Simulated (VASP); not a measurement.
Ge:

```
Ge
1.0
     0.00000    2.82891    2.82891
     2.82891    0.00000    2.82891
     2.82891    2.82891    0.00000
Ge
2
Cartesian
  4.2434 4.2434 4.2434
  2.8289 2.8289 2.8289
```

Base run:

```yaml
Program: VASP 6.6.1
Functional: PBE
Potentials_or_basis: VASP PAW PBE potentials, release 64 (Ge)
Cutoff: 500 eV
k_mesh: 8 × 8 × 8
Occupations: fermi-dirac, width 0.05 eV
Spin: no spin polarisation
```

Its results: band gap on the k mesh 0.06 eV, direct.

Question: The run is repeated on the same cell with these changes: functional from PBE to TB-mBJ; potentials or basis from VASP PAW PBE potentials, release 64 (Ge) to VASP PAW PBE potentials, release 64 (Ge_d); cutoff from 500 eV to 520 eV; valence electrons from 8 to 28. What comes out?

Answer: Band gap on the k mesh 0.71 eV, indirect (least direct gap 0.76 eV).
